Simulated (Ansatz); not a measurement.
Given:

Li₃N (Li3N type, space group P6/mmm)

```cif
data_Li3N
_chemical_formula_sum 'Li3 N1'
_space_group_name_H-M_alt 'P 1'
_space_group_IT_number 1
_cell_length_a 3.60715
_cell_length_b 3.60715
_cell_length_c 3.84457
_cell_angle_alpha 90.000
_cell_angle_beta 90.000
_cell_angle_gamma 120.000
loop_
_space_group_symop_operation_xyz
  'x, y, z'
loop_
_atom_site_label
_atom_site_type_symbol
_atom_site_fract_x
_atom_site_fract_y
_atom_site_fract_z
_atom_site_occupancy
Li1 Li 0.00000 0.00000 0.50000 1
Li2 Li 0.33333 0.66667 0.00000 1
Li3 Li 0.66667 0.33333 0.00000 1
N1 N 0.00000 0.00000 0.00000 1
```

Equation-of-state scan: isotropic scaling of the cell above, V₀ being its volume. Symmetry pins the atoms to their sites.

Computed with PBEsol (plane waves to 420 eV, PAW, scalar-relativistic; Ansatz, a program for electronic structure). k mesh 11×11×9 (Γ-centred), Fermi-Dirac smearing 0.05 eV. E stands for the smeared free energy. Compression counts positive. With the shape held, the modulus is that of even scaling; a crystal free to change shape is softer. Li3N was relaxed with its symmetry unable to fall. The zero of ΔE is the relaxed starting cell.

The scan covers V/V₀ from 0.840 to 1.160 in 13 points.

Problem. What pressure does the cell carry at V/V₀ = 0.840?

Solution. 13.2 GPa.

Problem. What is ΔE at V/V₀ = 1.160?

Solution. 37.3 meV/atom.

Problem. What is ΔE at V/V₀ = 0.840?

Solution. 62.2 meV/atom.

(A scan under strain: stresses follow from slopes of the energy per volume, elastic moduli from its curvatures.)
